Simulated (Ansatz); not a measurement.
**AlNi under strain**

Computed with Ansatz, DFT r2SCAN, scalar-relativistic, plane waves, PAW. (500 eV cutoff, 18×18×18 k-mesh, Gaussian smearing of 0.10 eV, no spin polarisation)

Reference structure (relaxed):

```yaml
crystal:
  lattice:
    - [2.85993, 0.00000, 0.00000]
    - [0.00000, 2.85993, 0.00000]
    - [0.00000, 0.00000, 2.87002]
  atoms:
    - { symbol: Al, position: [0.00000, 0.00000, 0.00000] }
    - { symbol: Ni, position: [0.50000, 0.50000, 0.50000] }
```

Deformation: biaxial strain in the a-b plane, with the length and tilt of c and the atoms relaxed, all within the symmetry that the strain leaves. Energies are extrapolated to zero smearing. On this cell's mesh the reference holds a stress of up to 0.17 GPa.

```
strain (%)  ΔE (meV/atom) a (Å) b (Å) c (Å)
      -3.0           12.6  2.774  2.774  2.995
      -2.0            5.5  2.803  2.803  2.948
      -1.0            1.4  2.831  2.831  2.908
      +0.0            0.0  2.860  2.860  2.870
      +1.0            1.0  2.889  2.889  2.832
      +2.0            5.2  2.917  2.917  2.803
      +3.0           12.5  2.946  2.946  2.773
```

Question: Does one stiffness describe the whole range?

Answer: No: the innermost pair of points gives (1/V) d²E/dε² = 321 GPa and a cubic fit over all points 384 GPa, so terms beyond the third order count over this range.

Question: How does the free axis c answer a small strain?

Answer: Between the innermost points its strain is -1.33 times the applied one.